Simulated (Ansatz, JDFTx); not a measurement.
This is a calculation of NiO for JDFTx 1.7.0 (patched build). 

The input NiO.in:

```
lattice \
    0.0000000000     3.9417828252     3.9417828252 \
    3.9417828252     0.0000000000     3.9417828252 \
    3.9417828252     3.9417828252     0.0000000000
coords-type Lattice
ion Ni     0.0000000000     0.0000000000     0.0000000000 1
ion O      0.5000000000     0.5000000000     0.5000000000 1

ion-species pseudo/Ni.upf
ion-species pseudo/O.upf
elec-cutoff 49 392
elec-ex-corr gga-PBEsol
kpoint-folding 11 11 11
elec-smearing Gauss 0.00091873305
elec-n-bands 19
spintype z-spin
initial-magnetic-moments Ni 1
elec-initial-magnetization 1 no
electronic-SCF nIterations 100 energyDiffThreshold 1e-09
electronic-minimize nIterations 30 energyDiffThreshold 1e-7
converge-empty-states yes
forces-output-coords Cartesian

dump-name run.$VAR
dump End Ecomponents EigStats BandEigs Kpoints Forces Stress ElecDensity Dtot
```

Potentials or basis: PseudoDojo-SR-PBEsol-0.4.1-standard with smoothed tails.

Run with:

```sh
$ jdftx -c 1 -i NiO.in -o NiO.out
```

Question: Set up the same calculation for Ansatz 0.2.0. Potentials or basis there: all-electron LAPW, scalar-relativistic.

Answer: As run (cutoffs and basis follow the program's own potentials, and thresholds, step limits or extra output files can differ):

File input.yaml:

```yaml
crystal:
  lattice:
    - [0.0, 2.0859016414, 2.0859016414]
    - [2.0859016414, 0.0, 2.0859016414]
    - [2.0859016414, 2.0859016414, 0.0]
  atoms:
    - { symbol: Ni, position: [0.0, 0.0, 0.0], spin: 1.0 }
    - { symbol: O, position: [0.5, 0.5, 0.5] }
kpoints:
  mp_grid: { grid: [11, 11, 11] }
scf:
  occupations: { method: gaussian, width: 0.05 }
hamiltonian:
  xc: pbesol
  pseudopotentials: { kind: all_electron, lapw: { basis_error: 0.001 } }
magnetization:
  spin_polarized: true
output:
  forces: true
  stress: true
  eigenvalues: true
```

Potentials or basis: all-electron LAPW, scalar-relativistic.

Launch:

```sh
$ ansatz run input.yaml --threads 2 --pin off --max-ram 6144MiB --backend cpu --events-out ev --progress --plain --runs-dir out
```

Both were run:

|  | JDFTx | Ansatz |
| --- | --- | --- |
| Pressure | -6.9 GPa | -6.7 GPa |
| Net moment | 1.56 μB per cell | 1.51 μB per cell |
| Absolute moment | 1.57 μB per cell | 1.51 μB per cell |

Where Ansatz's input types no cutoff or centring, it takes its own default and a Γ-centred mesh.

The magnetic state is the one that the start led to; the real crystal's order can differ.

Pressure is positive in compression.
